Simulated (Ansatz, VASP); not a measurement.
**Pd in VASP and in Ansatz**

```
Pd
1.0
     0.00000    1.92028    1.92028
     1.92028    0.00000    1.92028
     1.92028    1.92028    0.00000
Pd
1
Direct
  0.00000 0.00000 0.00000
```

Alike in both runs: task single point; functional LDA; k mesh 14 × 14 × 14; occupations fermi-dirac, width 0.6 eV; collinear spin.

|  | VASP | Ansatz |
| --- | --- | --- |
| version | VASP 6.6.1 | Ansatz 0.2.0 |
| potentials or method | VASP PAW LDA potentials, release 64 (Pd) | plane waves (420 eV) with PAW, scalar-relativistic |
| plane-wave cutoff (eV) | 520 | 420 |
| valence electrons in the cell | 10 | 18 |

Ansatz gave:

| Quantity | Value |
| --- | --- |
| pressure (GPa) | 6.0 |
| net moment per atom (μB) | 0.00 |

Question: Which values does VASP return?

Answer: Pressure (GPa): 6.2; net moment per atom (μB): 0.00.

The two sets of potentials don't hold the same shells in valence. Ansatz warned: «pseudo_functional_mismatch».
